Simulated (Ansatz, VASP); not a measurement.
This is a calculation of BaTiO3 for VASP 6.6.1. 

The input INCAR:

```
SYSTEM = BaTiO3
PREC = Accurate
ENCUT = 600
EDIFF = 1E-6
ISMEAR = -1
SIGMA = 0.05
LREAL = .FALSE.
LASPH = .TRUE.
NELM = 100
ALGO = Normal
ISIF = 3
LWAVE = .FALSE.
LCHARG = .FALSE.
GGA = RE
IVDW = 13
IBRION = 2
NSW = 60
EDIFFG = -0.01
```

The input KPOINTS:

```
Automatic mesh
0
G
  7 7 7
  0 0 0
```

The input POSCAR:

```
BaTiO3
1.0
    3.9998000000      0.0000000000      0.0000000000
    0.0000000000      3.9998000000      0.0000000000
    0.0000000000      0.0000000000      4.0180000000
Ba Ti O
1 1 3
Direct
    0.0000000000      0.0000000000      0.0000000000
    0.5000000000      0.5000000000      0.4900000000
    0.0000000000      0.5000000000      0.5170000000
    0.5000000000      0.0000000000      0.5170000000
    0.5000000000      0.5000000000      0.0190000000
```

Potentials or basis: VASP PAW PBE potentials, release 64 (Ba_sv, Ti_sv, O).

Run with:

```sh
$ cat potpaw_PBE.64/Ba_sv/POTCAR potpaw_PBE.64/Ti_sv/POTCAR potpaw_PBE.64/O/POTCAR > POTCAR
$ mpirun -np 1 vasp_std > vasp.out
```

Problem. Translate it to Ansatz 0.2.0. Potentials or basis there: Ansatz PAW, cutoff 420 eV.

Solution. As run (cutoffs and basis follow the program's own potentials, and thresholds, step limits or extra output files can differ):

The input input.yaml:

```yaml
crystal:
  lattice:
    - [3.9998, 0.0, 0.0]
    - [0.0, 3.9998, 0.0]
    - [0.0, 0.0, 4.018]
  atoms:
    - { symbol: Ba, position: [0.0, 0.0, 0.0] }
    - { symbol: Ti, position: [0.5, 0.5, 0.49] }
    - { symbol: O, position: [0.0, 0.5, 0.517] }
    - { symbol: O, position: [0.5, 0.0, 0.517] }
    - { symbol: O, position: [0.5, 0.5, 0.019] }
hamiltonian:
  xc: revpbe
  pseudopotentials: { kind: paw }
  dispersion: d4
kpoints:
  mp_grid: { grid: [7, 7, 7] }
scf:
  occupations: { method: fermi_dirac, width: 0.05 }
output:
  forces: true
  stress: true
relax:
  f_tol: 0.01
  max_steps: 40
  cell: { stress_tol: 0.05 }
```

Potentials or basis: Ansatz PAW.

Run with:

```bash
$ ansatz run input.yaml --threads 2 --pin off --max-ram 5632MiB --backend cpu --events-out ev --progress --plain --runs-dir out
```

Both were run:

|  | VASP | Ansatz |
| --- | --- | --- |
| Relaxed volume | 13.26 Å³/atom | 13.10 Å³/atom |
| Relaxed cell | a = 3.985 Å, b = 3.985 Å, c = 4.175 Å, α = 90.00°, β = 90.00°, γ = 90.00° | a = 3.974 Å, b = 3.974 Å, c = 4.150 Å, α = 90.00°, β = 90.00°, γ = 90.00° |
| Space group after relaxing | P4mm (No. 99) | P4mm (No. 99) |
| Pressure after relaxing | 0.0 GPa | 0.0 GPa |

Ansatz's pressure holds a Pulay term of +0.49 GPa for its cutoff of 420 eV, which the other run lacks.

VASP's potentials were made for PBE. Ansatz's potentials were made for PBE.

Where Ansatz's input types no cutoff or centring, it takes its own default and a Γ-centred mesh.

Pressure is positive in compression.
